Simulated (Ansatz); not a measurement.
MgS, DFT, PBE, PAW with Ansatz's default frozen-core files, scalar-relativistic (Ansatz 0.2.0), run on 1 thread of Arm Neoverse V1 on a shared host.

The cell is COD entry 9008672, as deposited and not checked against the literature; nothing was relaxed. The listed cell was then made from it by scaling, straining or moving an atom.

Command: `ansatz run input.yaml --threads 1 --pin off --max-ram 3072MiB --backend cpu --events-out ev --progress --plain --runs-dir out`

```yaml
crystal:
  lattice:
    - [0.0, 2.5236005, 2.60165]
    - [2.5236005, 0.0, 2.60165]
    - [2.5236005, 2.5236005, 0.0]
  atoms:
    - { symbol: Mg, position: [0.0, 0.0, 0.0] }
    - { symbol: S, position: [0.5, 0.5, 0.5] }
kpoints:
  mp_grid: { grid: [8, 8, 8] }
scf:
  occupations: { method: fermi_dirac, width: 0.01 }
hamiltonian:
  xc: pbe
  pseudopotentials: { kind: paw }
output:
  forces: true
  stress: true
  eigenvalues: true
  efg: { contact_densities: true }
  write_density: true
  write_potential: true
  elf: true
  volumetric_format: npy
```

(1) How large is the problem that the program sets up?

(2) About how long does it take, and how much memory does it use?

(3) And the same cell and mesh by crystal-made all-electron datasets, asked for forces, stress, eigenvalues, efg, on the same hardware?

Results:

(1) 59 irreducible k-points, 625 plane waves at Γ, 12 bands.

(2) 3.1 s of wall time for 6 SCF iterations, with a peak of 0.31 GiB. Times on shared machines scatter by tens of per cent.

(3) 5 s, peak memory 0.38 GiB.
